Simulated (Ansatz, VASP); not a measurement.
**Two plane-wave programs on N**

The input POSCAR:

```
N
1.0
    3.6290016496      0.0000000000      0.0000000000
   -1.8145008248      3.1428076190      0.0000000000
    0.0000000000      0.0000000000      5.8900000000
N
2
Direct
    0.3333333333      0.6666666667      0.2500000000
    0.6666666667      0.3333333333      0.7500000000
```

INCAR.step1

```
SYSTEM = N
ALGO     = Normal         ! electronic algorithm
EDIFF    = 1E-4           ! SCF threshold, eV
ENCUT    = 520            ! plane-wave cutoff, eV
GGA      = PE             ! functional
ISMEAR   = 0              ! smearing method
LASPH    = .TRUE.         ! aspherical terms in the spheres
LCHARG   = .FALSE.        ! write CHGCAR
LREAL    = .FALSE.        ! projectors in reciprocal space
LWAVE    = .TRUE.         ! write WAVECAR
NBANDS   = 12             ! bands
NELM     = 100            ! most SCF steps
PREC     = Accurate       ! precision mode
SIGMA    = 0.1            ! smearing width, eV
```

INCAR.step2

```
SYSTEM = N
ALGO     = Normal         ! electronic algorithm
EDIFF    = 1E-6           ! SCF threshold, eV
ENCUT    = 520            ! plane-wave cutoff, eV
ISIF     = 2              ! what is computed and relaxed
ISMEAR   = 0              ! smearing method
ISTART   = 1            
LASPH    = .TRUE.         ! aspherical terms in the spheres
LCHARG   = .TRUE.         ! write CHGCAR
LELF     = .TRUE.         ! ELF
LMIXTAU  = .TRUE.       
LREAL    = .FALSE.        ! projectors in reciprocal space
LVHAR    = .TRUE.       
LWAVE    = .FALSE.        ! write WAVECAR
METAGGA  = R2SCAN         ! meta-GGA
NBANDS   = 12             ! bands
NELM     = 100            ! most SCF steps
PREC     = Accurate       ! precision mode
SIGMA    = 0.1            ! smearing width, eV
```

The input KPOINTS:

```
k-points
0
G
  6 6 4
  0 0 0
```

Input for Ansatz:

```yaml
crystal:
  lattice:
    - [3.6290016496, 0.0, 0.0]
    - [-1.8145008248, 3.142807619, 0.0]
    - [0.0, 0.0, 5.89]
  atoms:
    - { symbol: "N", position: [0.3333333333, 0.6666666667, 0.25] }
    - { symbol: "N", position: [0.6666666667, 0.3333333333, 0.75] }
basis:
  ecutwfc: 500
kpoints:
  mp_grid: { grid: [6, 6, 4] }
hamiltonian:
  xc: r2scan
scf:
  occupations: { method: gaussian, width: 0.1 }
output:
  forces: true
  stress: true
  eigenvalues: true
```

The real solid is made of molecules; this cell is a model form.

Alike in both runs: task single point; functional r2SCAN; k mesh 6 × 6 × 4; occupations gaussian, width 0.1 eV; no spin polarisation.

|  | VASP | Ansatz |
| --- | --- | --- |
| version | VASP 6.6.1 | Ansatz 0.2.0 |
| potentials or method | VASP PAW PBE potentials, release 64 (N) | scalar-relativistic, plane waves, PAW |
| plane-wave cutoff (eV) | 520 | 500 |
| valence electrons in the cell | 10 | 10 |

Ansatz gave:

```
gap on the k mesh at the Fermi level (eV)       : none
pressure (GPa)                                  : -8.1
largest component of the traceless stress (GPa) : 0.07
```

What did VASP give for the same quantities?

gap on the k mesh at the Fermi level (eV): none; pressure (GPa): -8.2; largest component of the traceless stress (GPa): 0.07.

A gap of «none» marks a metal or a gap that the smearing closes.

Caveats: the PAW data sets were made with another functional, which shifts forces and pressure a little (VASP).
